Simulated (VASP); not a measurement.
SnO2, 12 atoms in the cell. Symmetry: Pa-3, No. 205, cubic system. Conventional cell: a = 5.175 Å, b = 5.175 Å, c = 5.175 Å, α = 90.00°, β = 90.00°, γ = 90.00°. Around Sn (site symmetry -3) lie 6 O at 2.11 Å. O (site symmetry 3) is surrounded by 3 Sn at 2.11 Å. Measurements of this composition are mostly on another form, of space group No. 136.

```yaml
Program: VASP 6.6.1
Task: single point
Functional: PBE
Potentials_or_basis: VASP PAW PBE potentials, release 64 (Sn_d, O)
Cutoff: 520 eV
k_mesh: 5 × 5 × 5
Occupations: fermi-dirac, width 0.05 eV
Spin: no spin polarisation
Further_INCAR_settings: ALGO = Normal; EDIFF = 1e-07; NBANDS = 64
```

Potentials or basis: VASP PAW PBE potentials, release 64 (Sn_d, O).

Command:

```sh
$ cat potpaw_PBE.64/Sn_d/POTCAR potpaw_PBE.64/O/POTCAR > POTCAR
$ mpirun -np 1 vasp_std > vasp.out
```

Hardware: 1 thread of Intel(R) Xeon(R) 6975P-C (Granite Rapids) (shared host).

Q: How long does it take, and how much memory?

A: It took 70 s on 1 thread of Intel(R) Xeon(R) 6975P-C (Granite Rapids), on a shared host, peak memory 0.26 GiB. Counts: scf iterations 17, k points 11.
